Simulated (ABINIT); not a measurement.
SnO in ABINIT: convergence with k mesh

Input of the first run (k mesh 1 × 1 × 1); the others differ in this setting and in those tied to it:

The input run.abi:

```
# Pseudopotentials
pp_dirpath "./"
pseudos "Sn.GGA_PBE-JTH.xml, O.GGA_PBE-JTH.xml"

# Structure
acell 3*1.0 Angstrom
rprim
     3.8136952200     0.0000000000     0.0000000000
     0.0000000000     3.8136952200     0.0000000000
     0.0000000000     0.0000000000     4.8869133000
ntypat 2
znucl 50 8
natom 4
typat 1 1 2 2
xred
     0.5091850000    -0.0043280000     0.7697660000
     0.0031930000     0.5007510000     0.2249020000
     0.0068460000     0.0034470000    -0.0019050000
     0.4935640000     0.4956290000    -0.0016140000
chkprim 0
chksymtnons 0
tolsym 1.0e-6

# Plane-wave basis
ecut 23.0
pawecutdg 45.0
pawxcdev 0

# k points
kptopt 1
ngkpt 1 1 1
nshiftk 1
shiftk 0.0 0.0 0.0

# Exchange and correlation
ixc -106131

# Bands and occupations
nband 24
occopt 6
tsmear 0.00367493

# SCF cycle
nstep 100
tolvrs 1.0e-9

# Output
iomode 3
prtwf 0
prtden 0
prteig 0
prtebands 0
prtvol 2
```

Potentials or basis: JTH PAW PBE v2.0.

The run is started by

```sh
$ abinit run.abi > log 2>&1
```

The cell isn't the ideal one: atoms moved at random, drawn with an rms of 0.05 Å.

The cell is a database's computed one.

Hardware: 1 thread of Arm Neoverse V1 (shared host).

The values tried are 1 × 1 × 1, 2 × 2 × 2, 3 × 3 × 3, 4 × 4 × 4, 5 × 5 × 5, 6 × 6 × 6, loosest first. From which on does the energy stay within 1 meV/atom of the tightest run that finished?

From 5 × 5 × 5 on.

```tsv
k mesh	energy less the tightest run (meV/atom)	pressure (GPa)	largest force (eV/Å)	gap on the mesh (eV)	SCF cycles	CPU time (s)	peak memory (GiB)
1 × 1 × 1	922.61	20.89	1.863	2.105	18	16	0.1
2 × 2 × 2	-23.69	9.54	1.173	0.607	16	24	0.11
3 × 3 × 3	-2.24	10.11	1.421	1.593	15	44	0.13
4 × 4 × 4	1.85	10.32	1.364	0.630	16	93	0.16
5 × 5 × 5	0.23	10.28	1.361	1.026	17	180	0.21
6 × 6 × 6	0.00	10.26	1.363	0.629	14	250	0.28
```

Against the tightest run, the pressure stays within 0.1 GPa from 4 × 4 × 4 on; the largest force stays within 0.005 eV/Å from 4 × 4 × 4 on. Not settled before the last step: the gap on the mesh (to 0.01 eV). Meshes of other sizes hit other points, so gaps and Fermi surfaces needn't settle smoothly. The tightest run that finished is the yardstick and may itself not be fully converged.

Caveat, for the tightest run too: the PAW data sets were made with another functional, which shifts forces and pressure a little; spin-orbit coupling is left out, which moves the levels of the heavy elements.
